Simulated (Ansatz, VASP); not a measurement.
**WS2 in VASP and in Ansatz**

```
W S
1.0
     3.18321    0.00000    0.00000
    -1.59160    2.75674    0.00000
     0.00000    0.00000   23.66876
W S
2 4
Direct
  0.66667 0.33333 0.36268
  0.33333 0.66667 0.63732
  0.66667 0.33333 0.70318
  0.33333 0.66667 0.42856
  0.66667 0.33333 0.57144
  0.33333 0.66667 0.29682
```

Alike in both runs: task single point; functional PBE; k mesh 10 × 10 × 2; occupations fermi-dirac, width 0.05 eV; no spin polarisation.

|  | VASP | Ansatz |
| --- | --- | --- |
| version | VASP 6.6.1 | Ansatz 0.2.0 |
| potentials or method | VASP PAW PBE potentials, release 64 (W_sv, S), cutoff 520 eV | all-electron LAPW, scalar-relativistic |

```tsv
	VASP	Ansatz	Ansatz less VASP
gap on the k mesh at the Fermi level (eV)	1.68	1.67	-0.011
least direct gap on the mesh (eV)	2.13	2.13	-0.003
rms of the force components (eV/Å)	0.119	0.120	+0.0006
```

Atom by atom the forces differ by 0.001 eV/Å (rms over components). Ansatz ran all-electron here, so the differences hold the error of VASP's frozen core and of both bases.

Caveats: spin-orbit coupling is left out, which moves the levels of the heavy elements. As with any semilocal functional, this PBE gap is likely too small.
